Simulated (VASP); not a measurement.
PbS (Galena):

```xyz
2
Lattice="0.0000 2.9657 2.9657 2.9657 0.0000 2.9657 2.9657 2.9657 0.0000" Properties=species:S:1:pos:R:3 pbc="T T T"
Pb    0.0000    0.0000    0.0000
S     2.9657    2.9657    2.9657
```

```yaml
Program: VASP 6.6.1
Task: relaxation of cell and atoms
Functional: BEEF-vdW
Potentials_or_basis: VASP PAW PBE potentials, release 64 (Pb_d, S)
Cutoff: 600 eV
k_mesh: 8 × 8 × 8
Occupations: fermi-dirac, width 0.05 eV
Spin: no spin polarisation
```

At the start: pressure 3.6 GPa; volume 26.09 Å³/atom.

**Question.** How do energy, volume and symmetry change on relaxing?

**Answer.** Over 3 steps the energy falls by 17.8 meV/atom and the volume is 27.75 Å³/atom (+6.4 %); space group Fm-3m (No. 225, to 0.05 Å).

The path:
| step | energy change (eV) | largest force (eV/Å) | pressure (GPa) | volume (Å³) |
| --- | --- | --- | --- | --- |
| 1 | 0.0000 | 0.0000 | 3.60 | 52.17 |
| 2 | -0.0315 | 0.0000 | -1.05 | 56.72 |
| 3 | -0.0356 | 0.0000 | 0.01 | 55.51 |

Final structure:
```
Pb S
1.0
     0.00000    3.02763    3.02763
     3.02763    0.00000    3.02763
     3.02763    3.02763    0.00000
Pb S
1 1
Direct
  0.00000 0.00000 0.00000
  0.50000 0.50000 0.50000
```

Caveat: the PAW data sets were made with another functional, which shifts forces and pressure a little.
